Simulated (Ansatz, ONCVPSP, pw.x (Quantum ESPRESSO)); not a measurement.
## What a changed setting does to a pw.x run (sc W)

Potential: optimised norm-conserving Vanderbilt (ONCV), ONCVPSP 4.0.1.1 (patched build), PBE; core [Kr] 4d10 4f14, reference 5s2 5p6 5d4.5 6s1.5; waves: 5s+6s: rc 2.18 bohr, ncon 3, nbas 8, qcut 8.4 1/bohr, 2 projectors; 5p: rc 1.90 bohr, ncon 3, nbas 6, qcut 9.1 1/bohr, 2 projectors, debl 1.3 Ha; 5d: rc 2.45 bohr, ncon 3, nbas 8, qcut 7.7 1/bohr, 1 projector; local part: polynomial inside 1.50 bohr (lpopt 5, dvloc0 0 Ha); core correction: Teter function, fcfact 4, rcfact 1.15. In the p channel the program set the typed energies aside and used -1.553, 0.250 Ha.

The reference run (k-mesh 12³, cutoffs 55/220 Ry, Fermi–Dirac 0.01 Ry, mixing_beta 0.4, conv_thr 1e-9, no spin) gives -4.60 GPa at 18.539 Å³/atom, where all-electron LAPW gives -2.09 GPa. This run, with its own iteration cap, changes k-mesh points per axis to 4.

```
&control
  calculation='scf', prefix='x', pseudo_dir='./', outdir='./tmp', tstress=.true., disk_io='none'
/
&system
  ibrav=0, nat=1, ntyp=1, ecutwfc=55, ecutrho=220, nbnd=15,
  occupations='smearing', smearing='fd', degauss=0.01
/
&electrons
  conv_thr=1e-09, mixing_beta=0.4, electron_maxstep=70
/
ATOMIC_SPECIES
W 1.0 W.UPF
CELL_PARAMETERS angstrom
  2.64664343 0.00000000 0.00000000
  0.00000000 2.64664343 0.00000000
  0.00000000 0.00000000 2.64664343
ATOMIC_POSITIONS crystal
W 0.0000 0.0000 0.0000
K_POINTS automatic
4 4 4 0 0 0
```

```bash
pw.x < W.scf.in > W.scf.out
```

Problem. How does the run end?

Solution. It converges in 8 iterations; the free energy moves by +332.8 meV/atom and the pressure by +6.18 GPa.

```
Message from routine setup:
     using ibrav=0 with symmetry is DISCOURAGED, use correct ibrav instead
     lattice parameter (alat)  =       5.0014  a.u.
     unit-cell volume          =     125.1074 (a.u.)^3
     number of electrons       =        14.00
     number of Kohn-Sham states=           15
     kinetic-energy cutoff     =      55.0000  Ry
     charge density cutoff     =     220.0000  Ry
     scf convergence threshold =      1.0E-09
     Exchange-correlation= PBE
     number of k points=    10  Fermi-Dirac smearing, width (Ry)=  0.0100
     iteration #  1     ecut=    55.00 Ry     beta= 0.40
     total energy              =    -143.76109215 Ry
     estimated scf accuracy    <       0.05569270 Ry
     iteration #  2     ecut=    55.00 Ry     beta= 0.40
     total energy              =    -143.76302521 Ry
     estimated scf accuracy    <       0.00908440 Ry
     iteration #  3     ecut=    55.00 Ry     beta= 0.40
     total energy              =    -143.76387007 Ry
     estimated scf accuracy    <       0.00089659 Ry
     iteration #  4     ecut=    55.00 Ry     beta= 0.40
     total energy              =    -143.76390046 Ry
     estimated scf accuracy    <       0.00000721 Ry
     iteration #  5     ecut=    55.00 Ry     beta= 0.40
     total energy              =    -143.76390235 Ry
     estimated scf accuracy    <       0.00000034 Ry
     iteration #  6     ecut=    55.00 Ry     beta= 0.40
     total energy              =    -143.76390238 Ry
     estimated scf accuracy    <          6.7E-09 Ry
     iteration #  7     ecut=    55.00 Ry     beta= 0.40
     total energy              =    -143.76390238 Ry
     estimated scf accuracy    <          1.6E-09 Ry
     iteration #  8     ecut=    55.00 Ry     beta= 0.40
     the Fermi energy is    18.4956 ev
!    total energy              =    -143.76390238 Ry
     estimated scf accuracy    <          2.1E-11 Ry
     smearing contrib. (-TS)   =      -0.00274220 Ry
     The total energy is F=E-TS. E is the sum of the following terms:
     one-electron contribution =     -29.90123239 Ry
     hartree contribution      =      20.65240632 Ry
     xc contribution           =     -23.32210067 Ry
     ewald contribution        =    -111.19023344 Ry
     convergence has been achieved in   8 iterations
          total   stress  (Ry/bohr**3)                   (kbar)     P=       15.80
     Message from routine punch:
     Nothing written, as per user request (disk_io='none')
```

The run took about 2.4 s on one core of a shared host (Neoverse-N1, 64 threads, 124 GiB, load 52).
